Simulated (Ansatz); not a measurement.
Sr, DFT, PBE, all-electron LAPW, scalar-relativistic (Ansatz 0.2.0), run on 1 thread of Arm Neoverse V1 on a shared host.

The cell is COD entry 9008484, as deposited and not checked against the literature; nothing was relaxed. The listed cell was then made from it by scaling, straining or moving an atom.

Command: `ansatz run input.yaml --threads 1 --pin off --max-ram 2048MiB --backend cpu --events-out ev --progress --plain --runs-dir out`

```yaml
crystal:
  lattice:
    - [0.0, 3.103197, 3.04235]
    - [3.103197, 0.0, 3.04235]
    - [3.103197, 3.103197, 0.0]
  atoms:
    - { symbol: Sr, position: [0.0, 0.0, 0.0] }
kpoints:
  mp_grid: { grid: [10, 10, 10] }
scf:
  occupations: { method: fermi_dirac, width: 0.08 }
hamiltonian:
  xc: pbe
  pseudopotentials: { kind: all_electron, lapw: { basis_error: 0.0005 } }
output:
  forces: true
  stress: true
  eigenvalues: true
```

Q: How large is the problem that the program sets up?

A: 102 irreducible k-points, 65 plane waves at Γ, 14 bands.

Q: About how long does it take?

A: 5.7 s of wall time for 8 SCF iterations. Times on shared machines scatter by tens of per cent.

Q: And the same cell and mesh by PAW (frozen-core files), asked for forces, stress, eigenvalues, efg, write_density, write_potential, elf, on the same hardware?

A: 4.7 s.

Q: And the same cell and mesh by all-electron PAW (datasets made for this crystal), asked for forces, stress, eigenvalues, efg, on the same hardware?

A: 5.6 s.
